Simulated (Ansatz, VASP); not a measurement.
# AgI in VASP and in Ansatz

File INCAR:

```
ALGO = Normal
EDIFF = 1E-7
ENCUT = 520
GGA = PS
ISIF = 2
ISMEAR = -1
LASPH = True
LCHARG = False
LREAL = False
LWAVE = False
NBANDS = 16
NELM = 100
PREC = Accurate
SIGMA = 0.05
```

The input KPOINTS:

```
k-points
0
Gamma
  7 7 7
```

POSCAR

```
AgI
1.0
    0.0000000000      3.2790904105      3.2790904105
    3.2790904105      0.0000000000      3.2790904105
    3.2790904105      3.2790904105      0.0000000000
I Ag
1 1
Direct
    0.7500000000      0.7500000000      0.7500000000
    0.0000000000      0.0000000000      0.0000000000
```

File input.yaml:

```yaml
crystal:
  lattice:
    - [0.0, 3.2790904105, 3.2790904105]
    - [3.2790904105, 0.0, 3.2790904105]
    - [3.2790904105, 3.2790904105, 0.0]
  atoms:
    - { symbol: I, position: [0.75, 0.75, 0.75] }
    - { symbol: Ag, position: [0.0, 0.0, 0.0] }
hamiltonian:
  xc: pbesol
  pseudopotentials: { kind: paw }
kpoints:
  mp_grid: { grid: [7, 7, 7] }
scf:
  occupations: { method: fermi_dirac, width: 0.05 }
output:
  forces: true
  stress: true
  eigenvalues: true
```

Change from the starting cell: volume scaled by 1.04.

Alike in both runs: task single point; functional PBEsol; k mesh 7 × 7 × 7; occupations fermi-dirac, width 0.05 eV; no spin polarisation.

|  | VASP | Ansatz |
| --- | --- | --- |
| version | VASP 6.6.1 | Ansatz 0.2.0 |
| potentials or method | VASP PAW PBE potentials, release 64 (I, Ag) | Ansatz PAW |
| plane-wave cutoff (eV) | 520 | 420 |
| valence electrons in the cell | 18 | 36 |

|  | VASP | Ansatz | Ansatz less VASP |
| --- | --- | --- | --- |
| gap on the k mesh at the Fermi level (eV) | 1.21 | 1.20 | -0.003 |
| least direct gap on the mesh (eV) | 1.21 | 1.20 | -0.003 |
| pressure (GPa) | -1.5 | -1.5 | +0.04 |

The functional is the same, so the differences come from potentials, cutoffs and numerics. The two sets of potentials don't hold the same shells in valence.

Caveats: spin-orbit coupling is left out, which moves the levels of the heavy elements; the PAW data sets were made with another functional, which shifts forces and pressure a little (VASP); odd divisions of the mesh miss points on the zone boundary, where band edges often lie, so the gap on the mesh can be too wide (Ansatz); the PAW data sets come from PBE, with cores solved anew for the run's functional, which leaves a small shift of forces and pressure (Ansatz).
